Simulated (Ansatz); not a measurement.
Starting cell, ZrO2 (tetragonal-ZrO2 type, space group P4_2/nmc):

```
ZrO2
1.0
    3.60134     0.00000     0.00000
    0.00000     3.60134     0.00000
    0.00000     0.00000     5.22807
Zr O
2 4
Direct
  0.00000   0.00000   0.00000
  0.50000   0.50000   0.50000
  0.00000   0.50000   0.19679
  0.00000   0.50000   0.69679
  0.50000   0.00000   0.30321
  0.50000   0.00000   0.80321
```

In each cell atom 6 (O, nearest neighbour Zr at 2.074 Å; its periodic images, 3.6 Å or more away, move with it) moves by s·(-0.868, 0.000, 0.496) (towards the nearest neighbour), the rest being held.

These are r2SCAN (plane waves to 500 eV, PAW, scalar-relativistic; Ansatz, a program for electronic structure) values and carry that method's errors. k mesh 7×7×5 (Γ-centred), Fermi-Dirac smearing 0.05 eV. E stands for the smeared free energy. Left out: 2 of 11 points, with atoms too close for the PAW data. This is a high-temperature form of ZrO2. ZrO2 is run without spin polarisation. ZrO2 was relaxed with its symmetry unable to fall. ΔE is measured from the undisplaced structure.

Predict the ΔE (meV/cell) at s (Å) = -0.410, -0.328, -0.246, -0.164, -0.082, 0.082, 0.164, 0.246.


```tsv
s (Å)	ΔE (meV/cell)
-0.410	1019
-0.328	686
-0.246	406
-0.164	191
-0.082	51
0.082	58
0.164	250
0.246	614
```

(A displaced cell: forces are minus the slopes of the energy, force constants its curvatures, and phonons follow from these.)
